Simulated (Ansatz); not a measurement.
# Structure relaxation of RuS2

Computed with Ansatz, DFT PBE, scalar-relativistic, plane waves, PAW. Cutoff 420 eV, Γ-centred k mesh, Gaussian smearing, no spin polarisation in the final step.

RuS2 was placed on the cuprite structure type (Pn-3m, No. 224), with Ru in place of O, S in place of Cu, at a guessed volume.

```
Ru S
1.0
     4.56227    0.00000    0.00000
     0.00000    4.56227    0.00000
     0.00000    0.00000    4.56227
Ru S
2 4
Direct
  0.00000 0.00000 0.00000
  0.50000 0.50000 0.50000
  0.25000 0.25000 0.25000
  0.25000 0.75000 0.75000
  0.75000 0.75000 0.25000
  0.75000 0.25000 0.75000
```

Cell and atoms relax at zero pressure; the relaxation can't lower the symmetry of the start. After a coarse first stage the cell is made exact in the group found at 0.06 Å.

The zero of energy is the elements' standard structures at the same level; no fitted shifts are applied.

**Question.** Which crystal results?

**Answer.** It keeps Pn-3m (No. 224). The result has the cuprite structure. Conventional cell: a = 5.044 Å. Around Ru lie 4 S at 2.18 Å; S has 2 Ru at 2.18 Å.

Space group Pn-3m:1 (No. 224). a = 5.044 Å, b = 5.044 Å, c = 5.044 Å, α = 90.00°, β = 90.00°, γ = 90.00°
| atom | site | symmetry | x | y | z |
| --- | --- | --- | --- | --- | --- |
| Ru | 2a | -43m | 0.0000 | 0.0000 | 0.0000 |
| S | 4b | .-3m | 0.2500 | 0.2500 | 0.2500 |

**Question.** What are its volume, energy, density and gap?

**Answer.** The volume per atom is 21.39 Å³. The density is 4.27 g/cm³. The energy over the elements is 0.14 eV/atom and the gap on the 8×8×8 mesh is 0 eV (a metal).

The final run used a 8×8×8 mesh on its 6-atom cell and 0.10 eV smearing. For metals, differences of a few meV/atom aren't resolved. Symmetry constrained the relaxation, so the result can be a saddle point.

Cost: 3 runs of about 0.51 core-minutes in all, on AMD EPYC 7B13 (Zen 3) (shared hosts).